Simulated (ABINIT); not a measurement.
Planning a run of ABINIT 10.8.3 on GaN (F-43m). The input:

```
acell 3*1.0 Angstrom
rprim 
  0.000000000000 2.253500607500 2.253500607500
  2.253500607500 0.000000000000 2.253500607500
  2.253500607500 2.253500607500 0.000000000000
ntypat 2
znucl 31 7
natom 2
typat 1 2
xred 
  0.000000000000 0.000000000000 0.000000000000
  0.750000000000 0.750000000000 0.750000000000
pp_dirpath "pseudos"
pseudos "Ga.upf, N.upf"
ecut 45
ngkpt 6 6 6
nshiftk 1
shiftk 0 0 0
kptopt 1
chksymbreak 0
istwfk *1
occopt 1
irdwfk 1
optdriver 3
nband 99
ecuteps 8
inclvkb 2
awtr 1
symchi 1
indata_prefix "in"
outdata_prefix "out"
tmpdata_prefix "tmp"
```

```sh
OMP_NUM_THREADS=1 mpirun -n 8 abinit run.abi > log
```

How long will it take on 8 MPI ranks of AMD EPYC 7R43, shared host, and how much memory?

It took 39 s; on shared hardware allow 20 s to 78 s. Peak host memory was 1.6 GiB.

[Paths, hosts, dates, memory and timing lines, banners, echoed tables and standing remarks are left out of the program output.]

[Logs are printed without paths, hosts, clocks, repeated set-up lines and the standing remarks that a program may print on its own settings, such as how far it seeks lower states.]

[Runs of the session that timed out or met a known fault of the program may be left out.]

[No measured gap is set beside runs whose start may be inverted or whose files or cutoffs have a known fault.]

[Hosts, paths, dates, database ids (printed as entryN), source tags and the programs' standing remarks are cut or masked in the printed files.]

[G0W0 gaps are taken among the corrected bands and points alone; a level outside them can change the order at an edge.]

[Where Ansatz stands beside ABINIT at settings called matched, ABINIT's density can come from a denser mesh and the files from another edition; pairs whose starting gaps differed by over 0.03 eV were left out, so agreement reads better than it is.]
